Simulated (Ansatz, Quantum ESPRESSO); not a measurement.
# graphene, 1 layer, rectangular cell: the energy at a withheld member of a series

Method. Quantum ESPRESSO 7.5, PBE, GBRV ultrasoft. Cell and atoms are first relaxed; each strained cell is then held, the other axis too, and the atoms relax in it. A periodic run with 15 Å of vacuum in the starting cell gives the vacuum levels, and bands follow along a path. The series steps strain along the first axis. Energies count from the lowest.

| strain along the first axis | energy (eV) |
| --- | --- |
| -4 % | 0.1939 |
| -3 % | 0.1062 |
| -2 % | 0.0456 |
| -1 % | 0.0109 |
| 0 % | 0.0000 |
| 1 % | 0.0104 |
| 2 % | 0.0419 |
| 3 % | 0.0940 |

One more run was made and is withheld. What is the energy at 4 %?

**Fit.** The rows at 2 % and 3 % give a slope of (0.0940 − (0.0419))/(3 − (2)) = 0.0521, so a straight line gives 0.1461 eV. A parabola through these and the row at 1 % gives 0.1667 eV.

**The withheld run.** 0.1657 eV. The line misses by −0.0196 and the parabola by +0.0010 eV. The parabola does better.

**Limits.** Semilocal gaps are too small; the 1×1 cell can't ripple over many cells under compression as a free sheet would. No spin-orbit coupling.
